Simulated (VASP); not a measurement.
# KBr: convergence, equation of state

KBr, Fm-3m (no. 225), 2 atoms in the cell. RPBE; PAW potentials Br_GW, K_sv_GW (PBE set). VASP 6.6.1.

Wanted: equilibrium volume within 0.5 %; bulk modulus within 2.5 %.

What the run is for: choice of potentials; Accuracy asked: standard; Volumes (times the given one): 0.91, 0.94, 0.97, 1, 1.03, 1.06, 1.09.

## Potentials and cutoff

| Potentials and cutoff | Equilibrium volume (Å³/atom) | Bulk modulus (GPa) | Time (s) |
|---|---|---|---|
| Br_GW K_sv_GW, ENCUT 450 | 41.46 | 10.53 | 124 |
| Br K_sv, ENCUT 450 | 41.62 | 10.53 | 99 |
| Br K_pv, ENCUT 450 | 42.01 | 10.52 | 90 |

## Question

For each series: keep the first row unless others stay within the tolerance and take at least 30 % less time, and then take the fastest.

## Answer

- Potentials and cutoff: Br_GW K_sv_GW, ENCUT 450

The chosen settings are those of the reference run.

## The input

INCAR:
```
SYSTEM = KBr
GGA = RP
ISMEAR = 0
SIGMA = 0.03
LWAVE = .False.
LCHARG = .False.
ISIF = 2
NSW = 0
ENCUT = 450
PREC = Accurate
LASPH = .True.
LREAL = .False.
ALGO = Normal
EDIFF = 1E-7
NELM = 120
GGA_COMPAT = .False.
EFERMI = MIDGAP
```

KPOINTS:
```
k-points
0
Gamma
  6 6 6
```

POSCAR.step1:
```
KBr
1.0
    0.0000000000      3.1978719575      3.1978719575
    3.1978719575      0.0000000000      3.1978719575
    3.1978719575      3.1978719575      0.0000000000
Br K
1 1
Direct
    0.5000000000      0.5000000000      0.5000000000
    0.0000000000      0.0000000000      0.0000000000
```

POSCAR.step2:
```
KBr
1.0
    0.0000000000      3.2326341588      3.2326341588
    3.2326341588      0.0000000000      3.2326341588
    3.2326341588      3.2326341588      0.0000000000
Br K
1 1
Direct
    0.5000000000      0.5000000000      0.5000000000
    0.0000000000      0.0000000000      0.0000000000
```

POSCAR.step3:
```
KBr
1.0
    0.0000000000      3.2666643875      3.2666643875
    3.2666643875      0.0000000000      3.2666643875
    3.2666643875      3.2666643875      0.0000000000
Br K
1 1
Direct
    0.5000000000      0.5000000000      0.5000000000
    0.0000000000      0.0000000000      0.0000000000
```

POSCAR.step4:
```
KBr
1.0
    0.0000000000      3.3000000000      3.3000000000
    3.3000000000      0.0000000000      3.3000000000
    3.3000000000      3.3000000000      0.0000000000
Br K
1 1
Direct
    0.5000000000      0.5000000000      0.5000000000
    0.0000000000      0.0000000000      0.0000000000
```

POSCAR.step5:
```
KBr
1.0
    0.0000000000      3.3326753924      3.3326753924
    3.3326753924      0.0000000000      3.3326753924
    3.3326753924      3.3326753924      0.0000000000
Br K
1 1
Direct
    0.5000000000      0.5000000000      0.5000000000
    0.0000000000      0.0000000000      0.0000000000
```

POSCAR.step6:
```
KBr
1.0
    0.0000000000      3.3647223140      3.3647223140
    3.3647223140      0.0000000000      3.3647223140
    3.3647223140      3.3647223140      0.0000000000
Br K
1 1
Direct
    0.5000000000      0.5000000000      0.5000000000
    0.0000000000      0.0000000000      0.0000000000
```

POSCAR.step7:
```
KBr
1.0
    0.0000000000      3.3961701397      3.3961701397
    3.3961701397      0.0000000000      3.3961701397
    3.3961701397      3.3961701397      0.0000000000
Br K
1 1
Direct
    0.5000000000      0.5000000000      0.5000000000
    0.0000000000      0.0000000000      0.0000000000
```

Commands (each step's output is kept before the next begins):
```
cat potpaw_PBE.64/Br_GW/POTCAR potpaw_PBE.64/K_sv_GW/POTCAR > POTCAR
cp POSCAR.step1 POSCAR
mpirun -np 1 vasp_std > vasp.out
cp POSCAR.step2 POSCAR
mpirun -np 1 vasp_std > vasp.out
cp POSCAR.step3 POSCAR
mpirun -np 1 vasp_std > vasp.out
cp POSCAR.step4 POSCAR
mpirun -np 1 vasp_std > vasp.out
cp POSCAR.step5 POSCAR
mpirun -np 1 vasp_std > vasp.out
cp POSCAR.step6 POSCAR
mpirun -np 1 vasp_std > vasp.out
cp POSCAR.step7 POSCAR
mpirun -np 1 vasp_std > vasp.out
```

Limits: Total energies under different potentials can't be compared; the cell and the gap can; the minimum lies outside the volumes run, so volume and modulus are extrapolated and a better centred series is needed.

The chosen input took VASP 6.6.1 124 s on 1 core (Intel Xeon Platinum 8175M @ 2.50GHz (Skylake/Cascade Lake)), a shared host.
